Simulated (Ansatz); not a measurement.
The system is Co.

```xyz
2
Lattice="2.4720 0.0000 0.0000 -1.2360 2.1408 0.0000 0.0000 0.0000 4.0211" Properties=species:S:1:pos:R:3 pbc="T T T"
Co    1.2360    0.7136    3.0159
Co    0.0000    1.4272    1.0053
```

Base run:

```yaml
Program: Ansatz 0.2.0
Functional: PBE
Potentials_or_basis: Ansatz PAW
Cutoff: "420 eV (not typed: the program's choice for these potentials)"
k_mesh: 12 × 12 × 7
Occupations: fermi-dirac, width 0.05 eV
Spin: collinear spin, ferromagnetic start
Starting_moments: "[2.0, 2.0] μB"
```

Its results: band gap on the k mesh none (metal or under the smearing width); pressure 4.7 GPa; net moment 3.21 μB per cell; site moments Co +1.68 μB.

Task: The run is repeated on the same cell with these changes: functional from PBE to LDA. What comes out?

Result: Band gap on the k mesh none (metal or under the smearing width); pressure -14.6 GPa; net moment 3.09 μB per cell; site moments Co +1.60 μB.

LDA binds more tightly than PBE, so the same cell stands under less pressure.

Caveats: the PAW data sets come from PBE, with cores solved anew for the run's functional, which leaves a small shift of forces and pressure (some runs).
